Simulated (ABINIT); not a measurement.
**Ge: band structure with AM05**

**Experimental background.**

“Temperature-dependent photoluminescence in Ge: experiment and theory”, 2020, arxiv:2003.00143 reports, for a bulk crystal of Ge at 0 K: band gap 0.744 eV (indirect).

Crystal: Ge.

```
Ge
1.0
     0.00000    2.82891    2.82891
     2.82891    0.00000    2.82891
     2.82891    2.82891    0.00000
Ge
2
Direct
  0.75000 0.75000 0.75000
  0.50000 0.50000 0.50000
```

```
Program             : ABINIT 10.8.3 (patched build)
Task                : band structure
Functional          : AM05
Potentials or basis : PseudoDojo NC SR PBEsol v0.4.1 standard
Cutoff              : 1061 eV
k mesh              : 8 × 8 × 8
Occupations         : fermi-dirac, width 0.05 eV
Spin                : no spin polarisation
```

```yaml
Pressure: 0.7 GPa
Band_gap_on_the_k_mesh: none (metal or under the smearing width)
Valence_electrons_inside_the_program's_atomic_spheres: Ge 11.56 (radii [1.0584] Å)
```

Levels at the corners of the path, in eV from the Fermi level:
```tsv
point	band 10	band 11	band 12	band 13	band 14	band 15	band 16	band 17	band 18	band 19
Γ	-24.59	-12.81	-0.04	-0.03	-0.03	-0.03	2.51	2.51	2.51	6.40
X	-24.55	-8.93	-8.93	-3.11	-3.11	0.71	0.71	9.46	9.46	11.55
W	-24.54	-8.83	-8.83	-3.94	-3.94	4.28	4.28	4.68	4.68	10.98
K	-24.53	-9.40	-8.34	-4.37	-2.67	1.12	4.05	7.17	7.34	8.14
Γ	-24.59	-12.81	-0.04	-0.03	-0.03	-0.03	2.51	2.51	2.51	6.40
L	-24.56	-10.73	-7.64	-1.44	-1.44	0.13	3.70	3.70	7.11	10.53
U	-24.53	-9.40	-8.34	-4.37	-2.67	1.12	4.05	7.17	7.34	8.14
W	-24.54	-8.83	-8.83	-3.94	-3.94	4.28	4.28	4.68	4.68	10.98
L	-24.56	-10.73	-7.64	-1.44	-1.44	0.13	3.70	3.70	7.11	10.53
K	-24.53	-9.40	-8.34	-4.37	-2.67	1.12	4.05	7.17	7.34	8.14
```

It took 3 min on 1 thread of Arm Neoverse V2 (shared host), peak memory 0.2 GiB.

Measured gap of Ge: 0.744 eV (indirect; 0 K; “Temperature-dependent photoluminescence in Ge: experiment and theory”, 2020, arxiv:2003.00143). This calculation gives 0.00 eV (-0.74 eV). 3 values of this kind are on record (0.666 to 0.807 eV); this one was drawn at random among those near their median. Spin-orbit coupling on Ge is left out. The value is that of AM05 on a finite k mesh, which can miss the band edges, without temperature or zero-point motion. Semilocal functionals fall short of measured gaps as a rule.

Caveat: the potentials were made for another functional, which shifts forces and pressure; this crystal is a semiconductor, whose small gap the functional closes, so the metal is an error of the method.
